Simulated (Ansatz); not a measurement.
In, 3 atoms in the cell. The typed cell holds 3 atoms: a = 8.431 Å, b = 8.431 Å, c = 8.431 Å, α = 22.84°, β = 22.84°, γ = 22.84°. This isn't the form of In at room conditions, which is tetragonal. The cell isn't the ideal one: atoms moved at random, drawn with an rms of 0.05 Å.

```yaml
Program: Ansatz 0.2.0
Task: single point
Functional: PBE
Potentials_or_basis: Ansatz PAW
Cutoff: "420 eV (not typed: the program's choice for these potentials)"
k_mesh: 9 × 9 × 9
Occupations: fermi-dirac, width 0.05 eV
Spin: no spin polarisation
```

Potentials or basis: Ansatz PAW.

The run is started by

```console
$ ansatz run input.yaml --threads 2 --pin off --max-ram 5120MiB --backend cpu --events-out ev --progress --plain --runs-dir out
```

Hardware: 2 threads of AMD EPYC 7B13 (Zen 3), with other jobs on the host.

How long does it take, and how much memory?

It took 19 s on 2 threads of AMD EPYC 7B13 (Zen 3), with other jobs on the host, peak memory 0.82 GiB. Counts: scf iterations 7, plane waves 1569, k points 365, bands 24.
